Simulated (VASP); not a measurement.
Wanted: the native input for a VASP 6.6.1 run.

* Task: single point
* Functional: PBE
* Potentials or basis: VASP PAW PBE potentials, release 64 (Al)
* Cutoff: 520 eV
* k mesh: 8 × 8 × 8
* Occupations: gaussian, width 0.1 eV
* Spin: no spin polarisation
* Further INCAR settings: ALGO = Normal; EDIFF = 1e-07; NBANDS = 8

The structure of Al lies in POSCAR:

```
Al
1.0
    0.0000000000      2.0248050000      2.0248050000
    2.0248050000      0.0000000000      2.0248050000
    2.0248050000      2.0248050000      0.0000000000
Al
1
Direct
    0.0000000000      0.0000000000      0.0000000000
```

One way to write it, as run:

INCAR

```
SYSTEM = Al
PREC     = Accurate       ! precision mode
ENCUT    = 520            ! plane-wave cutoff, eV
EDIFF    = 1E-7           ! SCF threshold, eV
ISMEAR   = 0              ! smearing method
SIGMA    = 0.1            ! smearing width, eV
LREAL    = .FALSE.        ! projectors in reciprocal space
LASPH    = .TRUE.         ! aspherical terms in the spheres
NELM     = 60             ! most SCF steps
ALGO     = Normal         ! electronic algorithm
ISIF     = 2              ! what is computed and relaxed
LWAVE    = .FALSE.        ! write WAVECAR
LCHARG   = .FALSE.        ! write CHGCAR
GGA      = PE             ! functional
NBANDS   = 8              ! bands
```

KPOINTS

```
regular mesh
0
G
  8 8 8
  0 0 0
```

Potentials or basis: VASP PAW PBE potentials, release 64 (Al).

Launch:

```console
$ cat potpaw_PBE.64/Al/POTCAR > POTCAR
$ mpirun -np 1 vasp_std > vasp.out
```

It gave:

```yaml
Pressure: -0.5 GPa
Band_gap_on_the_k_mesh: none (metal or under the smearing width)
```

Wall time 3.1 s on 1 thread of Intel(R) Xeon(R) Platinum 8488C (Sapphire Rapids), on a shared host, peak memory 0.12 GiB.
